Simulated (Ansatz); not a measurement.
# Photoemission of Si(111) with Li on 25 % of the top atoms and H on the rest

Wanted: the XPS lines and the band structure of Si(111) with Li on 25 % of the top atoms and H on the rest.

Calculated with Ansatz 0.2.0; DFT, PBE, plane-wave PAW, default files, scalar-relativistic.

## 1. Starting point

The cell holds 32 atoms: 1 Li, 7 H and 24 Si. Its edges and angles: a = 7.679 Å, b = 7.679 Å, c = 24.854 Å, α = 90.0°, β = 90.0°, γ = 60.0°. It derives from Si. How the cell was made: terminated face; group: Li; share of top atoms: 0.25; rest: H; oxygen in back bonds: 0; lower face: H. Regions: ad, 4 atoms (1 Li and 3 H); L1, 4 atoms (4 Si); L2, 4 atoms (4 Si); L3, 4 atoms (4 Si); mid, 4 atoms (4 Si); rest, 12 atoms (8 Si and 4 H). Vacuum lies along c.

## 2. Relaxing the atoms

The cut or typed positions aren't at rest, and spectra shift with geometry, so the relaxation comes first. 12 atoms are held to stand for the bulk. A dipole correction cancels the field between unlike faces.

Input file input.yaml:

```yaml
crystal:
  lattice:
    - [7.6791796437, 0.0, 0.0]
    - [3.8395898218, 6.6503646517, 0.0]
    - [0.0, 0.0, 24.8537769138]
  atoms:
    - { symbol: Li, position: [0.0, 0.0, 0.718352666] }
    - { symbol: H, position: [0.5, 0.0, 0.679324393] }
    - { symbol: H, position: [0.0, 0.5, 0.679324393] }
    - { symbol: H, position: [0.5, 0.5, 0.679324393] }
    - { symbol: Si, position: [0.0, 0.0, 0.624201986] }
    - { symbol: Si, position: [0.5, 0.0, 0.624201986] }
    - { symbol: Si, position: [0.0, 0.5, 0.624201986] }
    - { symbol: Si, position: [0.5, 0.5, 0.624201986] }
    - { symbol: Si, position: [0.833333333, 0.333333333, 0.592667423] }
    - { symbol: Si, position: [0.333333333, 0.333333333, 0.592667423] }
    - { symbol: Si, position: [0.833333333, 0.833333333, 0.592667423] }
    - { symbol: Si, position: [0.333333333, 0.833333333, 0.592667423] }
    - { symbol: Si, position: [0.833333333, 0.333333333, 0.498063735] }
    - { symbol: Si, position: [0.333333333, 0.333333333, 0.498063735] }
    - { symbol: Si, position: [0.833333333, 0.833333333, 0.498063735] }
    - { symbol: Si, position: [0.333333333, 0.833333333, 0.498063735] }
    - { symbol: Si, position: [0.166666667, 0.166666667, 0.466529172] }
    - { symbol: Si, position: [0.666666667, 0.166666667, 0.466529172] }
    - { symbol: Si, position: [0.166666667, 0.666666667, 0.466529172] }
    - { symbol: Si, position: [0.666666667, 0.666666667, 0.466529172] }
    - { symbol: Si, position: [0.166666667, 0.166666667, 0.371925483] }
    - { symbol: Si, position: [0.666666667, 0.166666667, 0.371925483] }
    - { symbol: Si, position: [0.166666667, 0.666666667, 0.371925483] }
    - { symbol: Si, position: [0.666666667, 0.666666667, 0.371925483] }
    - { symbol: Si, position: [0.0, 0.0, 0.34039092] }
    - { symbol: Si, position: [0.5, 0.0, 0.34039092] }
    - { symbol: Si, position: [0.0, 0.5, 0.34039092] }
    - { symbol: Si, position: [0.5, 0.5, 0.34039092] }
    - { symbol: H, position: [0.0, 0.0, 0.281647334] }
    - { symbol: H, position: [0.5, 0.0, 0.281647334] }
    - { symbol: H, position: [0.0, 0.5, 0.281647334] }
    - { symbol: H, position: [0.5, 0.5, 0.281647334] }
kpoints:
  mp_grid: { grid: [3, 3, 1] }
scf:
  occupations: { method: fermi_dirac, width: 0.02 }
  n_extra_bands: 23
hamiltonian:
  xc: pbe
  pseudopotentials: { kind: paw }
output:
  forces: true
  write_potential: true
  volumetric_format: []
efield:
  axis: 3
  dipole_correction: true
relax:
  f_tol: 0.03
  max_steps: 70
  constraints: [{ sites: [20, 21, 22, 23, 24, 25, 26, 27, 28, 29, 30, 31] }]
```

Run with:

```bash
$ ansatz run input.yaml --threads 4 --pin off --max-ram 11264MiB --backend cpu --events-out ev --progress --plain --runs-dir out
```

Numbers of over 12 decimals in the logs are rounded to 6 here.

Log:

```text
scf.n_extra_bands = 23 over 53 filled bands (N_el = 106.0): the run solves 76 bands
Engine: ansatz 0.2.0, aarch64-unknown-linux-gnu
Pseudopotentials: kind: paw
Pseudopotential: Li, paw, valence charge 3, recommended cutoff 420 eV (normal), Li.paw.azcp
Pseudopotential: H, paw, valence charge 1, recommended cutoff 420 eV (normal), H.paw.azcp
Pseudopotential: Si, paw, valence charge 4, recommended cutoff 420 eV (normal), Si.paw.azcp
Functional definition: PBE
  parameter kappa = 0.804
  parameter beta = 0.066725
  exchange = pbe_x(kappa = kappa, mu = beta*pi^2/3)
  correlation = pbe_c(beta = beta)
Crystal: 32 atoms, lattice volume = 1269.266 Å³
Basis set: ecut = 420 eV, 24761 PW (Γ), exchange–correlation on 108×108×360 points (8 copies of the dense FFT grid, shifted against one another)
Bands: 76, of which v1, the nominal top of the filled ones, is band 53 counted from 1 (52 counted from 0)
Symmetry: 6 space group operations
Space group: P3m1 (ITA 156), of the structure as read, at distance tolerance 1.1e-4 Å
k-points: 3 of 9 (time reversal used)
Non-local potential: Li, projectors of the file, l = 0: 3, l = 1: 2, l = 2: 1
Non-local potential: H, projectors of the file, l = 0: 2, l = 1: 1
Non-local potential: Si, projectors of the file, l = 0: 2, l = 1: 2, l = 2: 2
PAW form: soft (Blöchl's): semilocal exchange-correlation on the pseudo side does not see the compensation charge
PAW one-centre angular grid: Li, 110 points (default); XC on 64 Gauss nodes
PAW one-centre angular grid: H, 110 points (default); XC on 64 Gauss nodes
PAW one-centre angular grid: Si, 110 points (default); XC on 64 Gauss nodes
Initial density: superposition of atomic densities (neutral atoms: chi_scale 0, normalization atom), corrected by the library's trained network
Initial wavefunctions: pseudopotential atomic-orbital guess
Functional: x = pbe(κ = 0.804, μ = 0.219515), c = pbe(β = 0.066725)
SCF iter   1: F=—  HF=-15572.966194 eV  |F-HF|=—  |Δ(HF+E_count)|=         —  Δρ=2.70e-3  dr2=1.10e0  ethr=1.77e-3  p=0.746 e·Å  D=1.06e-1 V/Å  ΔV_dip=-2.64 eV  dr2_dipole=5.32e-2  V_vac-E_F(+/−)=1.56/4.21 eV  ⟨swp⟩=13.7  Hψ=1717  notcnv=0  defer=25
efield: sawtooth ramp at fractional position 0.9500 (placed from the atoms, in the widest stretch of the axis that holds none; the zero of the levels goes with the place), width 0.1000; the density the first Hamiltonian is built on has a dipole p = 0.746 e·Å; the dipole correction subtracts the counter field D = 1.06e-1 V/Å, which shifts the + side's vacuum level by -2.64 eV against the − side's; the planar-averaged density in the ramp window peaks in size at 3.9e-5 e/Å³
preconditioner: auto → Resta (q_TF=auto, 1.804 Å⁻¹)  ε∞=3.0  [insulator: Δε(μ)=0.421 eV  Ē_g=7.531 eV  σ=0.020 eV  W_gap=1.00  n_scr=134 (ndim 8)  ℏωp=10.6 eV  f_vac=0.517  D(μ)=0.00/eV (n_scr^D=0)  ε∞_Penn≈3.0  vacuum switching on, ρ_ref=4.1e-3 e/Å³]
SCF iter   2: F=—  HF=-15572.836048 eV  |F-HF|=—  |Δ(HF+E_count)|=   1.30e-1  Δρ=1.09e-3  dr2=1.32e-1  ethr=1.04e-3  p=0.613 e·Å  D=8.74e-2 V/Å  ΔV_dip=-2.17 eV  dr2_dipole=5.06e-2  V_vac-E_F(+/−)=1.93/4.10 eV  ⟨swp⟩=3.3  Hψ=362  notcnv=0  defer=47
SCF iter   3: F=—  HF=-15572.819331 eV  |F-HF|=—  |Δ(HF+E_count)|=   1.67e-2  Δρ=5.11e-4  dr2=1.29e-2  ethr=1.25e-4  p=0.733 e·Å  D=1.05e-1 V/Å  ΔV_dip=-2.60 eV  dr2_dipole=7.46e-4  V_vac-E_F(+/−)=1.68/4.28 eV  ⟨swp⟩=4.0  Hψ=312  notcnv=0  defer=47
SCF iter   4: F=—  HF=-15572.820002 eV  |F-HF|=—  |Δ(HF+E_count)|=   6.71e-4  Δρ=2.89e-4  dr2=2.58e-3  ethr=1.21e-5  p=0.736 e·Å  D=1.05e-1 V/Å  ΔV_dip=-2.61 eV  dr2_dipole=5.53e-4  V_vac-E_F(+/−)=1.62/4.23 eV  ⟨swp⟩=2.3  Hψ=318  notcnv=0  defer=47
SCF iter   5: F=—  HF=-15572.821590 eV  |F-HF|=—  |Δ(HF+E_count)|=   1.59e-3  Δρ=8.28e-5  dr2=2.82e-4  ethr=2.43e-6  p=0.773 e·Å  D=1.10e-1 V/Å  ΔV_dip=-2.74 eV  dr2_dipole=1.88e-5  V_vac-E_F(+/−)=1.51/4.25 eV  ⟨swp⟩=3.0  Hψ=297  notcnv=0  defer=47
SCF iter   6: F=—  HF=-15572.821741 eV  |F-HF|=—  |Δ(HF+E_count)|=   1.51e-4  Δρ=2.49e-5  dr2=1.95e-5  ethr=2.66e-7  p=0.782 e·Å  D=1.11e-1 V/Å  ΔV_dip=-2.77 eV  dr2_dipole=1.21e-6  V_vac-E_F(+/−)=1.48/4.25 eV  ⟨swp⟩=2.0  Hψ=328  notcnv=0  defer=47
SCF iter   7: F=-15572.821756 eV  HF=-15572.821757 eV  |F-HF|=6.16e-7  |Δ(HF+E_count)|=   1.56e-5  Δρ=6.72e-6  dr2=2.02e-6  ethr=1.84e-8  p=0.783 e·Å  D=1.12e-1 V/Å  ΔV_dip=-2.77 eV  dr2_dipole=1.32e-9  V_vac-E_F(+/−)=1.48/4.26 eV  ⟨swp⟩=13.3  Hψ=2027  notcnv=0
SCF 1 converged in 7 iterations: F = -15572.821756 eV  dr2 = 2.02e-6
  greatest PAW one-centre occupation: 1.000 electrons in one spin orbital (limit 2), on the Li atom at site 0 (counted from 0), in its partial waves of l = 0
relax step   1: F+E_penalty+E_count = -15572.82175608 eV  Δ(F+E_penalty+E_count) = +0.000e0 eV  max|allowed force component| = 3.135e0 eV/Å  Δτ_max = 0.0000 Å  (7 SCF iters, dr2 threshold 2.25e-5 eV, accepted)
Initial density: handed on by an earlier stage of this run
Initial wavefunctions: those handed on with the density
iter 1 solved again at ethr=1.36e-4 eV; its pass at ethr=3.10e-3 eV (dr2=1.44e-1 eV) is discarded
SCF iter   1: F=—  HF=-15573.398870 eV  |F-HF|=—  |Δ(HF+E_count)|=         —  Δρ=3.28e-3  dr2=1.30e-1  ethr=1.36e-4  p=0.783 e·Å  D=1.12e-1 V/Å  ΔV_dip=-2.77 eV  dr2_dipole=2.57e-3  V_vac-E_F(+/−)=1.64/4.41 eV  ⟨swp⟩=2.3  Hψ=796  notcnv=0  defer=50
efield: sawtooth ramp at fractional position 0.9539 (placed anew in the vacuum of the place that an earlier solve handed on: the zero of the levels moves with the ramp), width 0.1000; the density the first Hamiltonian is built on has a dipole p = 0.783 e·Å; the dipole correction subtracts the counter field D = 1.12e-1 V/Å, which shifts the + side's vacuum level by -2.77 eV against the − side's; the planar-averaged density in the ramp window peaks in size at 7.3e-6 e/Å³
preconditioner: auto → Resta (q_TF=auto, 1.804 Å⁻¹)  ε∞=3.0  [insulator: Δε(μ)=0.563 eV  Ē_g=7.532 eV  σ=0.020 eV  W_gap=1.00  n_scr=134 (ndim 8)  ℏωp=10.6 eV  f_vac=0.508  D(μ)=0.00/eV (n_scr^D=0)  ε∞_Penn≈3.0  vacuum switching on, ρ_ref=4.1e-3 e/Å³]
SCF iter   2: F=—  HF=-15573.379934 eV  |F-HF|=—  |Δ(HF+E_count)|=   1.89e-2  Δρ=1.59e-3  dr2=2.35e-2  ethr=1.22e-4  p=0.758 e·Å  D=1.08e-1 V/Å  ΔV_dip=-2.69 eV  dr2_dipole=6.25e-4  V_vac-E_F(+/−)=1.65/4.33 eV  ⟨swp⟩=3.3  Hψ=305  notcnv=0  defer=50
SCF iter   3: F=—  HF=-15573.382250 eV  |F-HF|=—  |Δ(HF+E_count)|=   2.32e-3  Δρ=4.03e-4  dr2=1.02e-2  ethr=2.22e-5  p=0.820 e·Å  D=1.17e-1 V/Å  ΔV_dip=-2.90 eV  dr2_dipole=3.46e-3  V_vac-E_F(+/−)=1.47/4.37 eV  ⟨swp⟩=4.0  Hψ=449  notcnv=0  defer=50
[...]
preconditioner: auto → Resta (q_TF=auto, 1.804 Å⁻¹)  ε∞=3.0  [insulator: Δε(μ)=0.853 eV  Ē_g=7.552 eV  σ=0.020 eV  W_gap=1.00  n_scr=134 (ndim 8)  ℏωp=10.6 eV  f_vac=0.508  D(μ)=0.00/eV (n_scr^D=0)  ε∞_Penn≈3.0  vacuum switching on, ρ_ref=4.1e-3 e/Å³]
SCF iter   2: F=—  HF=-15573.513361 eV  |F-HF|=—  |Δ(HF+E_count)|=   2.69e-5  Δρ=1.93e-6  dr2=1.21e-7  ethr=5.11e-10  p=0.803 e·Å  D=1.14e-1 V/Å  ΔV_dip=-2.85 eV  dr2_dipole=2.66e-8  V_vac-E_F(+/−)=1.42/4.26 eV  ⟨swp⟩=2.0  Hψ=337  notcnv=0  defer=50
SCF iter   3: F=-15573.513361 eV  HF=-15573.513361 eV  |F-HF|=1.41e-8  |Δ(HF+E_count)|=   4.63e-8  Δρ=1.11e-6  dr2=7.01e-8  ethr=9.43e-11  p=0.803 e·Å  D=1.15e-1 V/Å  ΔV_dip=-2.85 eV  dr2_dipole=7.36e-9  V_vac-E_F(+/−)=1.42/4.26 eV  ⟨swp⟩=10.7  Hψ=1408  notcnv=0
SCF 5 converged in 3 iterations: F = -15573.513361 eV  dr2 = 7.01e-8
relax step   5: F+E_penalty+E_count = -15573.51336093 eV  Δ(F+E_penalty+E_count) = -2.038e-7 eV  max|allowed force component| = 1.450e-2 eV/Å  Δτ_max = 0.0000 Å  (3 SCF iters, accepted)
NSCF: frozen V_eff on 3 k-points
the search or the solves at the SCF's close may have found levels that the self-consistency loop had missed (the run counts none). By its estimate they hold under 1e-12 electrons; where the run keeps them, the occupations were computed again with them
the band table was solved once a step of the walk had ended and its energy, with any forces and stress, was formed, with the checks that follow a solve (1778 applications of the Hamiltonian). They found nothing against the state; the energy, forces and stress were not computed again (output.eigenvalues in the input reference)
WARN: The output density's exchange-correlation potential varies sharply where the density is thin. Do not read a vacuum level from v_tot or v_xc, or from such a field of the output density. On a cell that repeats whose density bears no net charge and no dipole along the vacuum's axis use v_es (v_loc + v_h of the components); under efield.dipole_correction with no amplitude use v_es + v_field, which holds any externa [...]
SCF converged after 3 iterations
Free energy (F): -15573.513361 eV
Harris-Foulkes:  -15573.513361 eV  (|F-HF|=1.41e-8)
Internal energy: -15573.513361 eV  (E = F + TS)
E sigma→0 (E₀):  -15573.513361 eV
Fermi energy:    0.812059 eV
Dipole field:    D = 0.114463 V/Å  (p = 0.802890 e·Å, saw-weighted, corrected)
Work function:   Φ+ = 1.4168 eV   Φ− = 4.2617 eV
Levels:          The Fermi level and band energies are counted from a zero that moves with the ramp; work functions are not
--- Per-component energies (eV) ---
  E_band       = -564.945620
  E_kinetic    = 1083.054907
  E_local      = -28853.318359  (includes V_loc(G=0)·N_el)
  E_nonlocal   = 601.684113
  E_hartree    = 13944.279337
  E_xc         = -1394.904604
  E_vxc        = -1212.128880  (∫ρ·V_xc dr)
  E_paw        = -12332.631619  (= ΣΔE_a)
  E_vpaw       = -77.641675  (= ΣTr[D̂ρ^β])
  E_aug_tail   = -0.008615  (compensation charges beyond the density's cutoff)
  E_efield     = 0.045951  (sawtooth field / dipole correction)
  E_vefield    = 4.867567  (∫n·V_field dr)
  E_ewald      = 11378.285529
  E_smearing   = -0.000000  (= −TS)
  E_closure    = 0.000000  (closes the sum)
  Σ components = -15573.513361   (vs F -15573.513361, Δ=0.00e0)
--- Forces (eV/Å), atoms counted from 1 ---
  atom   1  Li    -0.00000000    -0.00000000    -0.00269079
  atom   2  H     -0.00000000     0.00188757     0.00106163
  atom   3  H      0.00163468    -0.00094378     0.00106163
  atom   4  H     -0.00163468    -0.00094378     0.00106163
  atom   5  Si    -0.00000000    -0.00000000     0.00541678
  atom   6  Si     0.00000000    -0.00266462     0.01072511
  atom   7  Si    -0.00230763     0.00133231     0.01072511
  atom   8  Si     0.00230763     0.00133231     0.01072511
  atom   9  Si    -0.00000000     0.00849903    -0.01025030
  atom  10  Si     0.00000000     0.00000000     0.01449528
  atom  11  Si    -0.00736038    -0.00424952    -0.01025030
  atom  12  Si     0.00736038    -0.00424952    -0.01025030
  atom  13  Si     0.00000000    -0.01003638    -0.00161400
  atom  14  Si    -0.00000000    -0.00000000    -0.00334675
  atom  15  Si     0.00869176     0.00501819    -0.00161400
  atom  16  Si    -0.00869176     0.00501819    -0.00161400
  atom  17  Si    -0.00030254    -0.00017467    -0.00515694
  atom  18  Si     0.00030254    -0.00017467    -0.00515694
  atom  19  Si    -0.00000000     0.00034934    -0.00515694
  atom  20  Si     0.00000000     0.00000000     0.01058445
  atom  21  Si     0.01117647     0.00645274    -0.06612362
  atom  22  Si    -0.01117647     0.00645274    -0.06612362
  atom  23  Si     0.00000000    -0.01290548    -0.06612362
  atom  24  Si    -0.00000000    -0.00000000    -0.10372117
  atom  25  Si     0.00000000     0.00000000     0.85951406
  atom  26  Si     0.00000000    -0.00013076     0.84826150
  atom  27  Si    -0.00011324     0.00006538     0.84826150
  atom  28  Si     0.00011324     0.00006538     0.84826150
  atom  29  H     -0.00000000    -0.00000000    -0.77605922
  atom  30  H     -0.00000000     0.00194785    -0.77823402
  atom  31  H      0.00168688    -0.00097392    -0.77823402
  atom  32  H     -0.00168688    -0.00097392    -0.77823402
  max |Σ_I F_I| component: 2.01e-4 eV/Å
--- Band table (eV) ---
  k-point 0: bands = [... 49 lower, -0.0686, -0.0686, 0.3787, 0.3787, 1.2316, 1.4777, 1.4777, 1.5407, ... 19 higher]
  k-point 1: bands = [... 49 lower, -0.6636, -0.5688, -0.3570, -0.0223, 1.4015, 1.6268, 2.1332, 2.1463, ... 19 higher]
  k-point 2: bands = [... 49 lower, -1.3453, -0.8251, -0.8003, -0.2389, 1.5510, 2.3272, 2.4162, 2.7934, ... 19 higher]
--- Relaxed structure (5 steps of the walk, 5 accepted, 0 SCFs on fresh bases) ---
  F+E_penalty+E_count = -15573.51336093 eV   max|allowed force component| = 1.450e-2 eV/Å
  atoms:
    - { symbol: Li, position: [0, 2.2813268675162065e-18, 0.727876] }
    - { symbol: H, position: [0.500819, -0.0016371, 0.685228] }
    - { symbol: H, position: [-0.0016371, 0.500819, 0.685228] }
    - { symbol: H, position: [0.500819, 0.500819, 0.685228] }
    - { symbol: Si, position: [0, 1.4901702101891636e-18, 0.630423] }
    - { symbol: Si, position: [0.501217, -0.00243498, 0.624017] }
    - { symbol: Si, position: [-0.00243498, 0.501217, 0.624017] }
    - { symbol: Si, position: [0.501217, 0.501217, 0.624017] }
    - { symbol: Si, position: [0.836647, 0.326706, 0.594113] }
    - { symbol: Si, position: [0.333333, 0.333333, 0.594389] }
    - { symbol: Si, position: [0.836647, 0.836647, 0.594113] }
    - { symbol: Si, position: [0.326706, 0.836647, 0.594113] }
    - { symbol: Si, position: [0.833042, 0.333916, 0.499060] }
    - { symbol: Si, position: [0.333333, 0.333333, 0.499080] }
    - { symbol: Si, position: [0.833042, 0.833042, 0.499060] }
    - { symbol: Si, position: [0.333916, 0.833042, 0.499060] }
    - { symbol: Si, position: [0.166512, 0.166512, 0.466983] }
    - { symbol: Si, position: [0.666975, 0.166512, 0.466983] }
    - { symbol: Si, position: [0.166512, 0.666975, 0.466983] }
    - { symbol: Si, position: [0.666667, 0.666667, 0.466774] }
    - { symbol: Si, position: [0.166667, 0.166667, 0.371925483] }
    - { symbol: Si, position: [0.666667, 0.166667, 0.371925483] }
    - { symbol: Si, position: [0.166667, 0.666667, 0.371925483] }
    - { symbol: Si, position: [0.666667, 0.666667, 0.371925483] }
    - { symbol: Si, position: [0.0, 0.0, 0.34039092] }
    - { symbol: Si, position: [0.500000, 0.0, 0.34039092] }
    - { symbol: Si, position: [2.7755575615628914e-17, 0.500000, 0.34039092] }
    - { symbol: Si, position: [0.5, 0.500000, 0.34039092] }
    - { symbol: H, position: [0.0, 0.0, 0.281647334] }
    - { symbol: H, position: [0.500000, 0.0, 0.281647334] }
    - { symbol: H, position: [2.7755575615628914e-17, 0.500000, 0.281647334] }
    - { symbol: H, position: [0.5, 0.500000, 0.281647334] }
```

It took 30 s on 4 threads of Arm Neoverse V2, shared host; peak memory 1.7 GiB.

The steps of the relaxation:

```csv
step,energy less that of the first step (eV),largest force component (eV/Å)
1,0.0000,3.1349
2,-0.5601,1.2304
3,-0.6887,0.1640
4,-0.6916,0.0145
5,-0.6916,0.0145
```

The run keeps the 6 symmetry operations that it works with, so distortions that break them were not tested.

The atoms that moved most (Å):

```csv
atom,dx,dy,dz,length
Li1,0.000,0.000,0.237,0.237
Si5,0.000,0.000,0.155,0.155
H4,0.009,0.005,0.147,0.147
H2,0.000,-0.011,0.147,0.147
H3,-0.009,0.005,0.147,0.147
Si11,0.038,0.022,0.036,0.057
Si12,-0.038,0.022,0.036,0.057
Si9,0.000,-0.044,0.036,0.057
```

Numbers from this step:

| Quantity | Value |
| --- | --- |
| free energy | -15573.5134 eV |
| Fermi energy | 0.8121 eV |
| symmetry operations | 6 |
| gap on the k-mesh | 0.8529 eV |
| ionisation potential, upper face | 1.850 eV |
| upper vacuum level less the lowest empty level (Kohn–Sham affinity) | 0.9969 eV |
| ionisation potential, lower face | 4.696 eV |

The relaxation ends 22 meV an atom lower, with a largest force component of 0.014 eV/Å on the free atoms.

(Continued in part 2 of 3.)

[Logs are printed without paths, hosts, clocks, repeated set-up lines and the standing remarks that a program may print on its own settings, such as how far it seeks lower states.]

[Hosts, paths, dates, database ids (printed as entryN), source tags and the programs' standing remarks are cut or masked in the printed files.]

[Maps of the electrostatic potential energy from Ansatz leave out the sawtooth potential of an applied field or a dipole correction, so their vacuum need not be flat; work functions include it.]
